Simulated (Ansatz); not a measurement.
# PbS (Galena) (Fm-3m) in Ansatz: band structure with PBEsol

Aim: the band structure of PbS (Galena) with PBEsol.

All numbers are computed with Ansatz 0.2.0; they aren't measurements. Logs are shortened: lines on timing, memory, paths and dates and some standing lists are left out, and cuts for length are marked.

## Step 1: The crystal as given

The structure is cubic, space group Fm-3m (No. 225). Conventional cell: a = 5.931 Å, b = 5.931 Å, c = 5.931 Å, α = 90.00°, β = 90.00°, γ = 90.00°. Pb (site symmetry m-3m) is surrounded by 6 S at 2.97 Å. S (site symmetry m-3m) is surrounded by 6 Pb at 2.97 Å.

## Step 2: Band structure, PBEsol

File input.yaml:

```yaml
crystal:
  lattice:
    - [0.0, 2.96575, 2.96575]
    - [2.96575, 0.0, 2.96575]
    - [2.96575, 2.96575, 0.0]
  atoms:
    - { symbol: Pb, position: [0.0, 0.0, 0.0] }
    - { symbol: S, position: [0.5, 0.5, 0.5] }
kpoints:
  mp_grid: { grid: [8, 8, 8] }
  band_path:
    path:
      - [0.0, 0.0, 0.0]
      - [0.5, 0.0, 0.5]
      - [0.5, 0.25, 0.75]
      - [0.375, 0.375, 0.75]
      - [0.0, 0.0, 0.0]
      - [0.5, 0.5, 0.5]
      - [0.625, 0.25, 0.625]
      - [0.5, 0.25, 0.75]
    npoints: 6
scf:
  occupations: { method: fermi_dirac, width: 0.05 }
hamiltonian:
  xc: pbesol
  pseudopotentials: { kind: all_electron, lapw: { basis_error: 0.001 } }
output:
  forces: true
  stress: true
  eigenvalues: true
```

Potentials or basis: all-electron LAPW, scalar-relativistic.

The run is started by

```
> ansatz run input.yaml --threads 1 --pin off --max-ram 3072MiB --backend cpu --events-out ev --progress --plain --runs-dir out
```

The program printed:

```text
Warning: RAYON_NUM_THREADS=1 ignored (pool sized by the plan → 1); use --threads N
LAPW: plane waves up to 6.832 Å⁻¹, error target 1.0e-3 eV per atom; small_component_spin mean_spin; S in spheres of 1.310 Å, 14 of its electrons in bands, Dirac shells []; Pb in spheres of 1.656 Å, 36 of its electrons in bands, Dirac shells [] (how accurate: hamiltonian.pseudopotentials.lapw.basis_error, Limitations)
Engine: ansatz 0.2.0, x86_64-unknown-linux-gnu
Pseudopotentials: kind: all_electron
Pseudopotential: Pb, LAPW, valence charge 36, lapw/all_electron/scalar/gaussian/Pb, Koelling and Harmon's equation, gaussian nucleus
Pseudopotential: S, LAPW, valence charge 14, lapw/all_electron/scalar/gaussian/S, Koelling and Harmon's equation, gaussian nucleus
Functional definition: PBEsol
  exchange = pbesol_x
  correlation = pbesol_c
Crystal: 2 atoms, lattice volume = 52.172 Å³
Basis set: ecut = 177.81536687743335 eV, 283 PW (Γ), exchange–correlation at level 2
Bands: 30, of which v1, the nominal top of the filled ones, is band 25 counted from 1 (24 counted from 0)
Symmetry: 48 space group operations
Space group: Fm-3m (ITA 225), of the structure as read, at distance tolerance 3.7e-5 Å
k-points: 29 of 512
Non-local potential: Pb, projectors of the file, none
Non-local potential: S, projectors of the file, none
Initial density: superposition of atomic densities (chi_scale 0.1, normalization cell, long waves kept (reshape's long-wave potential 0.00 eV rms))
Initial wavefunctions: plane waves of lowest kinetic energy (no species holds an atomic orbital)
Functional: x = pbesol(κ = 0.804, μ = 0.12345679012345678), c = pbesol(β = 0.046)
iter 1 solved again at ethr=2.40e-3 eV; its pass at ethr=1.00e-1 eV (dr2=1.20e0 eV) is discarded
SCF iter   1: F=—  HF=-578762.198901 eV  |F-HF|=—  |Δ(HF+E_count)|=         —  Δρ=3.18e-2  dr2=1.20e0  ethr=2.40e-3  ⟨swp⟩=2.0  Hψ=5404  notcnv=0
preconditioner: auto → none  [insulator: Δε(μ)=0.700 eV  Ē_g=16.115 eV  σ=0.050 eV  W_gap=1.00  n_scr=14 (ndim 8)  ℏωp=23.0 eV  f_vac=0.062  D(μ)=0.00/eV (n_scr^D=0)  ε∞_Penn≈3.0]
iter 2 solved again at ethr=1.42e-4 eV; its pass at ethr=2.40e-3 eV (dr2=7.09e-2 eV) is discarded
SCF iter   2: F=—  HF=-578761.841568 eV  |F-HF|=—  |Δ(HF+E_count)|=   3.57e-1  Δρ=9.84e-3  dr2=7.10e-2  ethr=1.42e-4  ⟨swp⟩=2.0  Hψ=4406  notcnv=0
SCF iter   3: F=—  HF=-578761.765886 eV  |F-HF|=—  |Δ(HF+E_count)|=   7.57e-2  Δρ=4.13e-3  dr2=1.49e-2  ethr=1.42e-4  ⟨swp⟩=2.9  Hψ=2753  notcnv=0  defer=1
SCF iter   4: F=—  HF=-578761.765283 eV  |F-HF|=—  |Δ(HF+E_count)|=         —  Δρ=4.15e-4  dr2=7.09e-5  ethr=2.99e-5  ⟨swp⟩=2.0  Hψ=2580  notcnv=0
the basis was enlarged: its passes take 47.9 KiB over the memory plan, 1 of 1 planned eigensolver slots
SCF iter   5: F=—  HF=-578761.765049 eV  |F-HF|=—  |Δ(HF+E_count)|=   2.34e-4  Δρ=1.65e-4  dr2=2.18e-5  ethr=1.42e-7  ⟨swp⟩=2.6  Hψ=2604  notcnv=0
SCF iter   6: F=—  HF=-578761.765041 eV  |F-HF|=—  |Δ(HF+E_count)|=   7.29e-6  Δρ=6.41e-5  dr2=4.62e-6  ethr=4.36e-8  ⟨swp⟩=2.6  Hψ=2600  notcnv=0
SCF iter   7: F=-578761.765041 eV  HF=-578761.765041 eV  |F-HF|=9.43e-9  |Δ(HF+E_count)|=   5.14e-7  Δρ=7.70e-6  dr2=5.23e-8  ethr=9.24e-9  ⟨swp⟩=2.0  Hψ=2582  notcnv=0
SCF 1 converged in 7 iterations: F = -578761.765041 eV  dr2 = 5.23e-8
NSCF: frozen V_eff on 43 k-points
SCF converged after 7 iterations
Free energy (F): -578761.765041 eV
Harris-Foulkes:  -578761.765041 eV  (|F-HF|=9.43e-9)
Internal energy: -578761.764613 eV  (E = F + TS)
E sigma→0 (E₀):  -578761.764827 eV
Entropy (-TS):   -0.000428 eV (-0.214 meV/atom)
Fermi energy:    11.491690 eV
--- Per-component energies (eV) ---
  E_band       = -3530.154718
  E_kinetic    = 665623.414794
  E_xc         = -11107.460642
  E_electrostatic = -1233277.718764  (all electrons and nuclei)
  E_smearing   = -0.000428  (= −TS)
  E_closure    = 0.000000  (closes the sum)
  E_atoms      = -578752.342133  (free atoms, spherical and without spin; not in F)
  Σ components = -578761.765041   (vs F -578761.765041, Δ=0.00e0)
  Basis errors (estimates in eV, not in F): energy 3.5e-4 per atom: plane waves 3.1e-4 (1.7e-4 summed), levels above the bands 7.2e-59, relativity 1.0e-8, radial functions 4.0e-5, core shells 6.9e-9; eigenvalues (radial functions only) 2.0e-5; not estimated: angular momenta, meshes, grids; target (lapw.basis_error) 1.0e-3; muffin-tin radii S 1.310 Å, Pb 1.656 Å
--- Forces (eV/Å), atoms counted from 1 ---
  atom   1  Pb    -0.00000000    -0.00000000     0.00000000
  atom   2  S      0.00000000    -0.00000000    -0.00000000
  max |Σ_I F_I| component: 7.07e-31 eV/Å
--- Stress (GPa, compression-positive) ---
       -0.852372      -0.000000       0.000000
       -0.000000      -0.852372      -0.000000
        0.000000      -0.000000      -0.852372
  P = ⅓ Tr σ = -0.8524 GPa (-8.524 kbar)
--- Band table (eV; the first three rows and the last of 29) ---
  k-point 0: bands = ["-193.5215", "-138.5798", "-138.5798", "-138.5798", "-128.0825", "-117.1309", "-117.1279", "-117.1279", "-117.1279", "-117.1256", "-117.1256", "-117.1256", "-69.8748", "-69.8748", "-69.8748", "-5.3996", "-5.3996", "-5.3996", "-5.3876", "-5.3876", "-2.2397", "5.3147", "9.1903", "9.1903", "9.1903", "16.5272", "16.5272", "16.5272", "17.9675", "17.9675"]
  k-point 1: bands = ["-193.5215", "-138.5798", "-138.5798", "-138.5798", "-128.0825", "-117.1309", "-117.1279", "-117.1279", "-117.1279", "-117.1256", "-117.1256", "-117.1256", "-69.8748", "-69.8748", "-69.8748", "-5.3989", "-5.3975", "-5.3975", "-5.3875", "-5.3875", "-2.1049", "4.8594", "9.2322", "9.2322", "9.5279", "15.2741", "15.7336", "15.7336", "17.9035", "18.3404"]
  k-point 2: bands = ["-193.5215", "-138.5798", "-138.5798", "-138.5798", "-128.0825", "-117.1309", "-117.1279", "-117.1279", "-117.1279", "-117.1256", "-117.1256", "-117.1256", "-69.8748", "-69.8748", "-69.8748", "-5.4060", "-5.4060", "-5.3977", "-5.3735", "-5.3735", "-1.7298", "3.8817", "9.3515", "9.3515", "10.1823", "13.6357", "14.5159", "14.5159", "18.0697", "19.1880"]
  k-point 28: bands = ["-193.5215", "-138.5798", "-138.5798", "-138.5798", "-128.0825", "-117.1309", "-117.1279", "-117.1279", "-117.1279", "-117.1256", "-117.1256", "-117.1256", "-69.8749", "-69.8749", "-69.8748", "-5.5004", "-5.3861", "-5.3829", "-5.3829", "-5.3371", "-0.4937", "3.3860", "6.8903", "6.8903", "10.3449", "13.4789", "15.9493", "15.9493", "19.4260", "19.4260"]
```

It took 11 s on 1 thread of Intel Xeon Platinum 8259CL at 2.50GHz (Skylake/Cascade Lake), shared host; peak memory 0.33 GiB.

What came out:

```
Free energy             : -578761.7650 eV
Pressure                : -0.9 GPa
Band gap on the k mesh  : 0.25 eV, direct
Band gap along the path : 0.25 eV, direct
```

Levels at the corners of the path, in eV from the valence-band top:
```tsv
point	band 23	band 24	band 25	band 26	band 27	band 28
Γ	-2.18	-2.18	-2.18	5.16	5.16	5.16
X	-5.26	-3.47	-3.47	3.70	5.52	5.64
W	-4.48	-4.48	-1.02	2.11	4.58	4.58
K	-4.84	-2.97	-2.52	3.25	4.08	4.99
Γ	-2.18	-2.18	-2.18	5.16	5.16	5.16
L	-1.78	-1.78	0.00	0.25	1.88	1.88
U	-4.84	-2.97	-2.52	3.25	4.08	4.99
W	-4.48	-4.48	-1.02	2.11	4.58	4.58
```

Caveat: spin-orbit coupling is left out, which as a rule narrows the gap of such compounds by several tenths of an eV.
